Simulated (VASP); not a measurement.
# BN (Qingsongite) (F-43m) in VASP: settings compared

The runs below take BN (Qingsongite) through relaxation of the atoms, relaxation of cell and atoms, with PBE+D3(BJ), PBE, r2SCAN.

All numbers are computed with VASP 6.6.1; they aren't measurements. Logs are shortened: lines on timing, memory, paths and dates and some standing lists are left out, and cuts for length are marked.

## (1) The structure

The structure is cubic, space group F-43m (No. 216). Conventional cell: a = 3.615 Å, b = 3.615 Å, c = 3.615 Å, α = 90.00°, β = 90.00°, γ = 90.00°. B (site symmetry -43m) is surrounded by 4 N at 1.57 Å. N (site symmetry -43m) has 4 B at 1.57 Å as nearest neighbours.

## (2) Relaxation of the atoms, PBE+D3(BJ) (a relaxed cell with its volume scaled by 1.06)

The input, INCAR:

```
PREC = Accurate ; ENCUT = 600
EDIFF = 1E-7 ; ISMEAR = 0
SIGMA = 0.03 ; LREAL = False
LASPH = True ; NELM = 80
ALGO = Normal ; ISIF = 2
LWAVE = False ; LCHARG = False
GGA = PE ; IVDW = 12
IBRION = 2 ; NSW = 40
EDIFFG = -0.01
```

The input, KPOINTS:

```
regular mesh
0
Gamma
  14 14 14
```

The input, POSCAR:

```
BN                                      
1.0
    0.0000000000      1.8385933906      1.8385933906
    1.8385933906      0.0000000000      1.8385933906
    1.8385933906      1.8385933906      0.0000000000
  B               N             
     1     1
Direct
     0.0000000000000000    0.0000000000000000    0.0000000000000000
     0.2500000000000000    0.2500000000000000    0.2500000000000000
```

Potentials or basis: VASP PAW PBE potentials, release 64 (B, N).

On the command line:

```console
$ cat potpaw_PBE.64/B/POTCAR potpaw_PBE.64/N/POTCAR > POTCAR
$ mpirun -np 1 vasp_std > vasp.out
```

OUTCAR:

```text
PREC = Accurate
   ENCUT = 600
   EDIFF = 1E-7
   ISMEAR = 0
   LREAL = False
   LASPH = True
   NELM = 80
   ISIF = 2
   GGA = PE
   IVDW = 12
   IBRION = 2
   NSW = 40
   EDIFFG = -0.01
 IVDW          = 12

 ion  position               nearest neighbor table
   1  0.000  0.000  0.000-   2 1.59   2 1.59   2 1.59   2 1.59
   2  0.250  0.250  0.250-   1 1.59   1 1.59   1 1.59   1 1.59

  LATTYP: Found a face centered cubic cell.
 ALAT       =     3.6771867812

  Lattice vectors:

 A1 = (   0.0000000000,   1.8385933906,   1.8385933906)
 A2 = (   1.8385933906,   0.0000000000,   1.8385933906)
 A3 = (   1.8385933906,   1.8385933906,   0.0000000000)

Analysis of symmetry for initial positions (statically):
=====================================================================
 Subroutine PRICEL returns:
 Original cell was already a primitive cell.

 Routine SETGRP: Setting up the symmetry group for a
 face centered cubic supercell.

 Subroutine GETGRP returns: Found 24 space group operations
 (whereof 24 operations were pure point group operations)
 out of a pool of 48 trial point group operations.

The static configuration has the point symmetry T_d .

Analysis of symmetry for dynamics (positions and initial velocities):
=====================================================================
 Subroutine PRICEL returns:
 Original cell was already a primitive cell.

 Routine SETGRP: Setting up the symmetry group for a
 face centered cubic supercell.

 Subroutine GETGRP returns: Found 24 space group operations
 (whereof 24 operations were pure point group operations)
 out of a pool of 48 trial point group operations.

The dynamic configuration has the point symmetry T_d .

 Subroutine INISYM returns: Found 24 space group operations
 (whereof 24 operations are pure point group operations),
 and found     1 'primitive' translations

----------------------------------------------------------------------------------------

                                     Primitive cell

  volume of cell :      12.4305

  direct lattice vectors                    reciprocal lattice vectors
     0.000000000  1.838593391  1.838593391    -0.271947023  0.271947023  0.271947023
     1.838593391  0.000000000  1.838593391     0.271947023 -0.271947023  0.271947023
     1.838593391  1.838593391  0.000000000     0.271947023  0.271947023 -0.271947023

  length of vectors
     2.600163709  2.600163709  2.600163709     0.471026062  0.471026062  0.471026062

  position of ions in fractional coordinates (direct lattice)
     0.000000000  0.000000000  0.000000000
     0.250000000  0.250000000  0.250000000

  ion indices of the primitive-cell ions
   primitive index   ion index
                 1           1
                 2           2

----------------------------------------------------------------------------------------

 KPOINTS: regular mesh

Automatic generation of k-mesh.
 Grid dimensions read from file:
 generate k-points for:   14   14   14

 Generating k-lattice:

  Cartesian coordinates                     Fractional coordinates (reciprocal lattice)
    -0.019424787  0.019424787  0.019424787     0.071428571  0.000000000  0.000000000
     0.019424787 -0.019424787  0.019424787     0.000000000  0.071428571  0.000000000
     0.019424787  0.019424787 -0.019424787     0.000000000  0.000000000  0.071428571

  Length of vectors
     0.033644719  0.033644719  0.033644719

  Shift w.r.t. Gamma in fractional coordinates (k-lattice)
     0.000000000  0.000000000  0.000000000

 Subroutine IBZKPT returns following result:
 ===========================================

 Found    104 irreducible k-points:

 Following reciprocal coordinates:
            Coordinates               Weight
  0.000000  0.000000  0.000000      1.000000
  0.071429  0.000000  0.000000      8.000000
  0.142857  0.000000  0.000000      8.000000
  0.214286  0.000000  0.000000      8.000000
  0.285714  0.000000  0.000000      8.000000
  0.357143  0.000000  0.000000      8.000000
[... 16 lines left out ...]
  0.214286  0.142857  0.000000     24.000000
  0.285714  0.142857  0.000000     24.000000
 [... further k-points ...]
   k-points           NKPTS =    104   k-points in BZ     NKDIM =    104   number of bands    NBANDS=      8
   number of dos      NEDOS =    301   number of ions     NIONS =      2
   total plane-waves  NPLWV =  13824
   dimension x,y,z NGX =    24 NGY =   24 NGZ =   24
   dimension x,y,z NGXF=    48 NGYF=   48 NGZF=   48
   ions per type =               1   1
   NGX,Y,Z   is equivalent  to a cutoff of  15.34, 15.34, 15.34 a.u.
   NGXF,Y,Z  is equivalent  to a cutoff of  30.69, 30.69, 30.69 a.u.
 SYSTEM =  unknown system
   PREC   = accura    normal or accurate (medium, high low for compatibility)
   ISTART =      0    job   : 0-new  1-cont  2-samecut
   ICHARG =      2    charge: 1-file 2-atom 10-const
   ISPIN  =      1    spin polarized calculation?
   LNONCOLLINEAR =      F non collinear calculations
   LSORBIT =      F    spin-orbit coupling
   LASPH  =      T    aspherical Exc in radial PAW
   ENCUT  =  600.0 eV  44.10 Ry    6.64 a.u.   5.19  5.19  5.19*2*pi/ulx,y,z
   NELM   =     80;   NELMIN=  2; NELMDL= -5     # of ELM steps
   EDIFF  = 0.1E-06   stopping-criterion for ELM
   LREAL  =      F    real-space projection
   EDIFFG = -.1E-01   stopping-criterion for IOM
   NSW    =     40    number of steps for IOM
   IBRION =      2    ionic relax: 0-MD 1-quasi-New 2-CG
   NFREE  =      1    steps in history (QN), initial steepest desc. (CG)
   ISIF   =      2    stress and relaxation
   ISYM   =      2    0-nonsym 1-usesym 2-fastsym
   POTIM  = 0.5000    time-step for ionic-motion
   TEBEG  =    0.0;   TEEND  =   0.0 temperature during run
   PSTRESS=    0.0 pullay stress
   NELECT =       8.0000    total number of electrons
   NUPDOWN=      -1.0000    fix difference up-down
   EMIN   =  10.00;   EMAX   =-10.00  energy-range for DOS
   EFERMI =   0.00;   METHOD = LEGACY
   ISMEAR =     0;   SIGMA  =   0.03  broadening in eV -4-tet -1-fermi 0-gaus
   EFERMI_NEDOS =   21; number of points for ismear=-14 and -15
   IALGO  =     38    algorithm
   IMIX   =      4    mixing-type and parameters
     AMIX     =   0.40;   BMIX     =  1.00
     AMIX_MAG =   1.60;   BMIX_MAG =  1.00
  volume/ion in A,a.u.               =       6.22        41.94
  Fermi-wavevector in a.u.,A,eV,Ry     =   1.413435  2.671005 27.181694  1.997798
  Thomas-Fermi vector in A             =   2.535081
   LORBIT       =      0    0 simple, 1 ext, 2 COOP (PROOUT), +10 PAW based schemes
   GGA     = PE    functional components
   LHFCALC =     F    Hartree Fock is set to
   AEXX    =    0.0000 exact exchange contribution
   IVDW    =    12    specifies the selected vdW correction
   LEPSILON=     F    determine dielectric tensor
   LRPA    =     F    only Hartree local field effects (RPA)
 conjugate gradient relaxation of ions
 non-spin polarized calculation
 Gauss-broadening in eV      SIGMA  =   0.03
  energy-cutoff  :      600.00
  volume of cell :       12.43
 maximum number of plane-waves:       428
 NGX is ok and might be reduce to    24
   NGX = 11   NGY = 11   NGZ = 11

 number of electron       8.0000000 magnetization

 Free energy of the ion-electron system (eV)
  ---------------------------------------------------
  ext. energy  EPLUGINS =         0.00000000
  ---------------------------------------------------
  free energy    TOTEN  =       -17.43074420 eV

  energy without entropy =      -17.43074420  energy(sigma->0) =      -17.43074420

 E-fermi :   7.0205     XC(G=0): -12.5712

 val. band max:        6.7855465366   @ k =   0.0000   0.0000   0.0000
 cond. band min:      11.1885493627   @ k =   0.5000   0.5000   0.0000
 fundamental gap:      4.4030028261
 Fermi energy:         7.0204922921

 k-point     1 :       0.0000    0.0000    0.0000
  band No.  band energies     occupation
      1     -12.8754      2.00000
      2       6.7855      2.00000
      3       6.7855      2.00000
      4       6.7855      2.00000
      5      15.3618      0.00000
      6      15.3618      0.00000
      7      15.3618      0.00000
      8      16.3155      0.00000

 k-point     2 :       0.0714    0.0000    0.0000
  band No.  band energies     occupation
      1     -12.7562      2.00000
      2       6.1220      2.00000
      3       6.6582      2.00000
      4       6.6582      2.00000
      5      15.4588      0.00000
      6      15.5551      0.00000
      7      15.5551      0.00000
      8      16.7793      0.00000

 k-point     3 :       0.1429    0.0000    0.0000
  band No.  band energies     occupation
      1     -12.4024      2.00000
      2       4.5166      2.00000
      3       6.3316      2.00000
      4       6.3316      2.00000
      5      15.6214      0.00000
      6      16.0378      0.00000
      7      16.0378      0.00000
      8      17.8993      0.00000

 k-point     4 :       0.2143    0.0000    0.0000
  band No.  band energies     occupation
      1     -11.8258      2.00000
      2       2.5300      2.00000
      3       5.9200      2.00000
      4       5.9200      2.00000
      5      15.8035      0.00000
      6      16.5852      0.00000
      7      16.5852      0.00000
      8      19.1362      0.00000

 k-point     5 :       0.2857    0.0000    0.0000
  band No.  band energies     occupation
      1     -11.0546      2.00000
      2       0.4945      2.00000
      3       5.5242      2.00000
      4       5.5242      2.00000
      5      15.9862      0.00000
      6      16.9861      0.00000
      7      16.9861      0.00000
      8      20.1821      0.00000

 k-point     6 :       0.3571    0.0000    0.0000
  band No.  band energies     occupation
      1     -10.1549      2.00000
      2      -1.3769      2.00000
      3       5.2082      2.00000
      4       5.2082      2.00000
      5      16.1391      0.00000
      6      17.1694      0.00000
      7      17.1694      0.00000
      8      20.9324      0.00000

 k-point     7 :       0.4286    0.0000    0.0000
  band No.  band energies     occupation
      1      -9.2994      2.00000
      2      -2.8385      2.00000
      3       5.0079      2.00000
      4       5.0079      2.00000
      5      16.2385      0.00000
      6      17.2088      0.00000
      7      17.2088      0.00000
      8      21.3728      0.00000
[... 133 lines left out ...]
 k-point    20 :      -0.1429    0.0714    0.0000
  band No.  band energies     occupation
      1     -12.1305      2.00000
      2       3.8182      2.00000
      3       5.4346      2.00000
      4       6.4193      2.00000
      5      15.8602      0.00000
      6      16.0233      0.00000
      7      16.6702      0.00000
      8      18.4527      0.00000

 k-point    21 :      -0.0714    0.0714    0.0000
  band No.  band energies     occupation
      1     -12.5589      2.00000
      2       5.4032      2.00000
      3       6.0198      2.00000
      4       6.6630      2.00000
      5      15.5567      0.00000
      6      15.6226      0.00000
      7      16.1288      0.00000
      8      17.4074      0.00000

 k-point    22 :       0.1429    0.1429    0.0000
  band No.  band energies     occupation
      1     -12.2455      2.00000
      2       5.2057      2.00000
      3       5.4834      2.00000
      4       5.4834      2.00000
      5      14.5248      0.00000
      6      17.1774      0.00000
      7      17.1774      0.00000
      8      17.7276      0.00000

 k-point    23 :       0.2143    0.1429    0.0000
  band No.  band energies     occupation
      1     -11.8221      2.00000
      2       3.7482      2.00000
      3       4.9811      2.00000
      4       5.3297      2.00000
      5      14.4574      0.00000
      6      17.5891      0.00000
      7      17.9324      0.00000
      8      18.4622      0.00000

 k-point    24 :       0.2857    0.1429    0.0000
  band No.  band energies     occupation
      1     -11.1880      2.00000
      2       1.9175      2.00000
      3       4.5656      2.00000
      4       4.9929      2.00000
      5      14.7600      0.00000
      6      17.8698      0.00000
      7      18.5162      0.00000
      8      19.0967      0.00000

 [... further k-points ...]

------------------------ aborting loop because EDIFF is reached ----------------------------------------

 Edisp (eV)   -0.39750

 E8    (eV) :    -0.1176

  FORCE on cell =-STRESS in cart. coord.  units (eV):
  Direction    XX          YY          ZZ          XY          YZ          ZX
  --------------------------------------------------------------------------------------
  -------------------------------------------------------------------------------------
  Total      -1.55677    -1.55677    -1.55677    -0.00000     0.00000    -0.00000
  in kB    -200.65407  -200.65407  -200.65407    -0.00000     0.00000    -0.00000
  external pressure =     -200.65 kB  Pullay stress =        0.00 kB

 VOLUME and BASIS-vectors are now :
 -----------------------------------------------------------------------------
  energy-cutoff  :      600.00
  volume of cell :       12.43
      direct lattice vectors                 reciprocal lattice vectors
     0.000000000  1.838593391  1.838593391    -0.271947023  0.271947023  0.271947023
     1.838593391  0.000000000  1.838593391     0.271947023 -0.271947023  0.271947023
     1.838593391  1.838593391  0.000000000     0.271947023  0.271947023 -0.271947023

 POSITION                                       TOTAL-FORCE (eV/Angst)
 -----------------------------------------------------------------------------------
      0.00000      0.00000      0.00000        -0.000000      0.000000     -0.000000
      0.91930      0.91930      0.91930         0.000000     -0.000000      0.000000
 -----------------------------------------------------------------------------------
    total drift:                                0.000000      0.000000      0.000000

  FREE ENERGIE OF THE ION-ELECTRON SYSTEM (eV)
  ---------------------------------------------------
  free  energy   TOTEN  =       -17.8282423668 eV

  energy  without entropy=      -17.8282423668  energy(sigma->0) =      -17.82824237

 reached required accuracy - stopping structural energy minimisation
```

Run time: 4.7 s. Hardware: 1 thread of Intel Xeon 6975P-C (Granite Rapids), shared host; peak memory 0.15 GiB.

What came out:

```
Free energy                : -17.8282 eV
Pressure after relaxing    : -20.1 GPa
Band gap on the k mesh     : 4.40 eV, indirect (least direct gap 8.58 eV)
Dispersion energy per atom : -0.199 eV
```

Final structure:
```xyz
2
Lattice="0.0000 1.8386 1.8386 1.8386 0.0000 1.8386 1.8386 1.8386 0.0000" Properties=species:S:1:pos:R:3 pbc="T T T"
B     0.0000    0.0000    0.0000
N     0.9193    0.9193    0.9193
```

Levels at points of the mesh, in eV from the valence-band top:
| k point | band 1 | band 2 | band 3 | band 4 | band 5 | band 6 | band 7 | band 8 |
| --- | --- | --- | --- | --- | --- | --- | --- | --- |
| (0.00, 0.00, 0.00) | -19.66 | 0.00 | 0.00 | 0.00 | 8.58 | 8.58 | 8.58 | 9.53 |
| (0.50, 0.00, 0.00) | -15.68 | -10.23 | -1.85 | -1.85 | 9.49 | 10.42 | 10.42 | 14.73 |
| (0.50, 0.50, 0.00) | -14.39 | -8.59 | -4.66 | -4.66 | 4.40 | 8.94 | 17.14 | 17.14 |

Caveat: the relaxation stopped at its first step, so nothing moved.

## (3) Relaxation of cell and atoms, PBE

The input, INCAR:

```
  ALGO = Normal
  EDIFF = 1E-6
  EDIFFG = -0.01
  ENCUT = 300
  GGA = PE
  IBRION = 2
  ISIF = 3
  ISMEAR = 0
  LASPH = True
  LCHARG = False
  LREAL = False
  LWAVE = False
  NELM = 80
  NSW = 90
  PREC = Accurate
  SIGMA = 0.03
```

The input, KPOINTS:

```
k-points
0
Gamma
  7 7 7
```

The input, POSCAR:

```
BN
1.0
    0.0000000000      1.8075000000      1.8075000000
    1.8075000000      0.0000000000      1.8075000000
    1.8075000000      1.8075000000      0.0000000000
B N
1 1
Direct
    0.0000000000      0.0000000000      0.0000000000
    0.2500000000      0.2500000000      0.2500000000
```

Potentials or basis: VASP PAW PBE potentials, release 64 (B_s, N_s).

On the command line:

```console
$ cat potpaw_PBE.64/B_s/POTCAR potpaw_PBE.64/N_s/POTCAR > POTCAR
$ mpirun -np 1 vasp_std > vasp.out
```

Run time: 3 s. Hardware: 1 thread of Intel Xeon Platinum 8259CL at 2.50GHz (Skylake/Cascade Lake), shared host; peak memory 0.1 GiB.

The run converged, but some of its settings lie outside the range that counts as converged, so its numbers aren't taken as properties of the crystal.

Results:

```
Free energy                            : -17.4133 eV
Relaxed volume                         : 5.95 Å³/atom
Relaxed cell                           : a = 2.563 Å, b = 2.563 Å, c = 2.563 Å, α = 60.00°, β = 60.00°, γ = 60.00°
Space group after relaxing (to 0.05 Å) : F-43m (No. 216)
Energy gained by relaxing              : 0.4 meV/atom
Ionic steps                            : 3
Band gap on the k mesh                 : 4.72 eV, indirect (least direct gap 8.80 eV)
```

Caveat: the k mesh is coarse (spacing up to 0.43 Å⁻¹), so the values aren't converged; the cutoff is under 1.25 times the usual one of these potentials, so pressure, stress and relaxed cells hold a basis-set (Pulay) error; an odd mesh through Γ misses points on the zone boundary, where band edges often lie.

## (4) Relaxation of cell and atoms, PBE

This run uses another cell than the first one, of 5.95 Å³/atom, 1.008 times its volume.

INCAR: that of step 3 with these lines changed.

```diff
@@ -1,4 +1,4 @@
   ALGO = Normal
-  EDIFF = 1E-6
-  EDIFFG = -0.01
+  EDIFF = 1E-7
+  EDIFFG = -0.005
   ENCUT = 300
```

KPOINTS is that of step 3.

The input, POSCAR:

```
BN                                      
1.0
    0.0000000000      1.8120978095      1.8120978095
    1.8120978095     -0.0000000000      1.8120978095
    1.8120978095      1.8120978095      0.0000000000
  B               N             
     1     1
Direct
     0.0000000000000000    0.0000000000000000    0.0000000000000000
     0.2500000000000000    0.2500000000000000    0.2500000000000000
```

On the command line:

```console
$ cat potpaw_PBE.64/B_s/POTCAR potpaw_PBE.64/N_s/POTCAR > POTCAR
$ mpirun -np 1 vasp_std > vasp.out
```

Wall time 1.6 s (1 thread of Intel Xeon Platinum 8259CL at 2.50GHz (Skylake/Cascade Lake), shared host); peak memory 0.1 GiB.

These settings aren't checked as converged: the numbers below hold their error.

Results:

```yaml
Free_energy: -17.4141 eV
Band_gap_on_the_k_mesh: 4.72 eV, indirect (least direct gap 8.80 eV)
```

Caveat: the k mesh is coarse (spacing up to 0.43 Å⁻¹), so the values aren't converged; the cutoff is under 1.25 times the usual one of these potentials, so pressure, stress and relaxed cells hold a basis-set (Pulay) error; the relaxation stopped at its first step, so nothing moved; an odd mesh through Γ misses points on the zone boundary, where band edges often lie.

(Continued in part 2 of 2.)
